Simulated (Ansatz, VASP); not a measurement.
# Si in VASP and in Ansatz

Contents of INCAR:

```
PREC = Accurate ; ENCUT = 600
EDIFF = 1E-6 ; ISMEAR = 0
SIGMA = 0.02 ; LREAL = F
LASPH = T ; NELM = 60
ALGO = Normal ; ISIF = 3
LWAVE = F ; LCHARG = F
GGA = CA ; IBRION = 2
NSW = 100 ; EDIFFG = -0.005
```

The input KPOINTS:

```
regular mesh
0
Gamma
  12 12 12
```

The input POSCAR:

```
Si
1.0
    0.0000000000      2.7007989615      2.7007989615
    2.7007989615      0.0000000000      2.7007989615
    2.7007989615      2.7007989615      0.0000000000
Si
2
Direct
    0.5000000000      0.5000000000      0.5000000000
    0.7500000000      0.7500000000      0.7500000000
```

Input for Ansatz:

```yaml
crystal:
  lattice:
    - [0.0, 2.7007989655, 2.7007989655]
    - [2.7007989655, 0.0, 2.7007989655]
    - [2.7007989655, 2.7007989655, 0.0]
  atoms:
    - { symbol: Si, position: [0.5, 0.5, 0.5] }
    - { symbol: Si, position: [0.75, 0.75, 0.75] }
basis:
  ecutwfc: 420
kpoints:
  mp_grid: { grid: [12, 12, 12] }
hamiltonian:
  xc: lda
  pseudopotentials: { kind: paw, azcp: { folder: soft_1 } }
scf:
  occupations: { method: gaussian, width: 0.02 }
output:
  forces: true
  stress: true
  eigenvalues: true
relax:
  adjacent_minimum: "off"
  f_tol: 0.005
  max_steps: 80
  cell: { stress_tol: 0.05 }
```

Alike in both runs: task relaxation of cell and atoms; functional LDA; k mesh 12 × 12 × 12; occupations gaussian, width 0.02 eV; no spin polarisation.

```csv
,VASP,Ansatz
version,VASP 6.6.1,Ansatz 0.2.0
potentials or method,"VASP PAW LDA potentials, release 64 (Si)","scalar-relativistic, plane waves, PAW"
plane-wave cutoff (eV),600,420
valence electrons in the cell,8,8
```

VASP gave:

- gap on the k mesh at the Fermi level, each at its own relaxed structure (eV): 0.44
- relaxed volume (Å³/atom): 19.72
- relaxed cell length with the largest relative difference (Å): 3.820

**Question.** Which values does Ansatz return?

**Answer.** gap on the k mesh at the Fermi level, each at its own relaxed structure (eV): 0.44; relaxed volume (Å³/atom): 19.70; relaxed cell length with the largest relative difference (Å): 3.820.

Ansatz warned: «pseudo_functional_mismatch».
